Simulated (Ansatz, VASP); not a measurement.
**MgS: VASP beside Ansatz**

INCAR

```
SYSTEM = MgS
PREC = Accurate
ENCUT = 520
EDIFF = 1E-6
ISMEAR = -1
SIGMA = 0.01
LREAL = .False.
LASPH = .True.
NELM = 80
ALGO = Normal
ISIF = 2
LWAVE = .False.
LCHARG = .False.
GGA = PE
NBANDS = 11
```

File KPOINTS:

```
Automatic mesh
0
Gamma
  8 8 8
  0 0 0
```

Contents of POSCAR:

```
MgS
1.0
    0.0000000000      2.6016500000      2.5236005000
    2.6016500000      0.0000000000      2.5236005000
    2.6016500000      2.6016500000      0.0000000000
Mg S
1 1
Direct
    0.0000000000      0.0000000000      0.0000000000
    0.5000000000      0.5000000000      0.5000000000
```

Input for Ansatz:

```yaml
crystal:
  lattice:
    - [0.0, 2.60165, 2.5236005]
    - [2.60165, 0.0, 2.5236005]
    - [2.60165, 2.60165, 0.0]
  atoms:
    - { symbol: Mg, position: [0.0, 0.0, 0.0] }
    - { symbol: S, position: [0.5, 0.5, 0.5] }
kpoints:
  mp_grid: { grid: [8, 8, 8] }
  band_path:
    path:
      - [0.0, 0.0, 0.0]
      - [0.0, 0.5, 0.5]
      - [0.25, 0.75, 0.5]
      - [0.0, 0.5, 0.0]
      - [0.0, 0.0, 0.0]
      - [0.5, 0.5, 0.0]
      - [0.3828515251, 0.6171484749, 0.0]
      - [-0.3828515251, 0.3828515251, 0.0]
      - [0.0, 0.0, 0.0]
    npoints: 5
scf:
  occupations: { method: fermi_dirac, width: 0.01 }
hamiltonian:
  xc: pbe
  pseudopotentials: { kind: all_electron, lapw: { basis_error: 0.00025 } }
output:
  forces: true
  stress: true
  eigenvalues: true
```

Change from the starting cell: zz strain of -3 %.

Alike in both runs: task single point; functional PBE; k mesh 8 × 8 × 8; occupations fermi-dirac, width 0.01 eV; no spin polarisation.

```csv
,VASP,Ansatz
version,VASP 6.6.1,Ansatz 0.2.0
potentials or method,"VASP PAW PBE potentials, release 64 (Mg, S)","all-electron LAPW, scalar-relativistic"
plane-wave cutoff (eV),520,see its input
```

```csv
,VASP,Ansatz,Ansatz less VASP
gap on the k mesh at the Fermi level (eV),2.70,2.71,+0.010
pressure (GPa),3.6,3.9,+0.30
largest component of the traceless stress (GPa),2.64,2.66,+0.019
```

Ansatz ran all-electron here, so the differences hold the error of VASP's frozen core and of both bases.

A k mesh can miss the band edges.
